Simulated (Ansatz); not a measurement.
Pt (P63/mmc); field of 3000 T on the spins.

```
Pt
1.0
     2.76067    0.00000    0.00000
    -1.38033    2.39081    0.00000
     0.00000    0.00000    4.79213
Pt
2
Cartesian
  1.3803 0.7969 3.5941
  0.0000 1.5939 1.1980
```

Geometry: a structure from the Materials Project; nothing is relaxed.

Functional, mesh and filling: PBE, 12×12×6 k mesh, Fermi–Dirac smearing of 0.03 eV. LAPW is all-electron LAPW in Ansatz 0.2.0. Site moments are integrated in spheres about the atoms. Start moments (μB): Pt1 0.05, Pt2 0.05.

Iteration by iteration:

| iteration | Harris–Foulkes energy less the last (meV) | density residual (eV) | M (μB) | ∫|m| (μB) |
| --- | --- | --- | --- | --- |
| 1 | -601.142 | 2.0e-01 | 0.6604 | 0.6605 |
| 2 | -67.902 | 6.4e-02 | 0.9787 | 0.9806 |
| 3 | -1.474 | 2.2e-02 | 1.0857 | 1.0972 |
| 4 | 1.556 | 8.6e-03 | 1.1160 | 1.1360 |
| 5 | 0.543 | 2.4e-03 | 1.1258 | 1.1497 |
| 6 | 0.173 | 9.9e-04 | 1.1290 | 1.1543 |
| 7 | 0.138 | 7.4e-04 | 1.1292 | 1.1546 |
| 8 | -0.005 | 9.9e-05 | 1.1302 | 1.1561 |
| 9 | -0.001 | 1.1e-05 | 1.1303 | 1.1563 |
| 10 | -0.001 | 1.7e-07 | 1.1303 | 1.1563 |
| 11 | 0.000 | 1.4e-07 | 1.1303 | 1.1563 |
| 12 | 0.000 | 3.5e-08 | 1.1303 | 1.1562 |
| 13 | 0.000 | 2.0e-09 | 1.1303 | 1.1562 |
| 14 | 0.000 | 2.1e-10 | 1.1303 | 1.1562 |
| 15 | 0.000 | 2.6e-12 | 1.1303 | 1.1562 |

Site moments (μB): Pt1 0.57, Pt2 0.57. Cell moment 1.13 μB.

The Ansatz runs typed with the search for lower states off end where their start leads. Spin–orbit coupling is left out although heavy atoms are present. None of this fixes the real material's magnetic order: only patterns that fit the cell were computed, at zero temperature, with a functional that can overstate moments.
